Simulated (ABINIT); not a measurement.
**MoS2 in ABINIT: convergence with pawecutdg**

The system is MoS2.

```
Mo S
1.0
     1.58000    0.91221    6.15000
    -1.58000    0.91221    6.15000
     0.00000   -1.82443    6.15000
Mo S
1 2
Direct
  0.00000 0.00000 0.00000
  0.41700 0.41700 0.41700
  0.25000 0.25000 0.25000
```

Measurements of this composition are mostly on another form, of space group No. 194.

* Program: ABINIT 10.8.3 (patched build)
* Task: single point
* Functional: PBEsol
* Potentials or basis: JTH PAW PBE v2.0
* Cutoff: 544 eV
* k mesh: 10 × 10 × 10
* Occupations: gaussian, width 0.05 eV
* Spin: no spin polarisation

These are the settings of the first run; the series varies pawecutdg, with any setting tied to it.

Hardware: 1 thread of Arm Neoverse V1 (shared host).

Task: The values tried are 20.6, 24, 30, 36, 44, 54, 66, loosest first. From which on does the energy stay within 1 meV/atom of the tightest run that finished?

Result: From 24 on.

```tsv
pawecutdg	energy less the tightest run, at zero smearing (meV/atom)	pressure (GPa)	largest force (eV/Å)	SCF cycles	CPU time (s)	peak memory (GiB)
20.6	-1.17	0.60	0.291	13	320	0.21
24	0.06	0.57	0.289	13	320	0.23
30	-0.10	0.55	0.290	13	310	0.25
36	-0.02	0.57	0.289	13	320	0.3
44	-0.02	0.58	0.285	13	320	0.32
54	0.01	0.56	0.290	13	320	0.41
66	0.00	0.56	0.290	13	320	0.41
```

Against the tightest run, the pressure stays within 0.1 GPa from 20.6 on; the largest force stays within 0.005 eV/Å from 54 on. The tightest run that finished is the yardstick and may itself not be fully converged.

Caveat, for the tightest run too: the PAW data sets were made with another functional, which shifts forces and pressure a little.
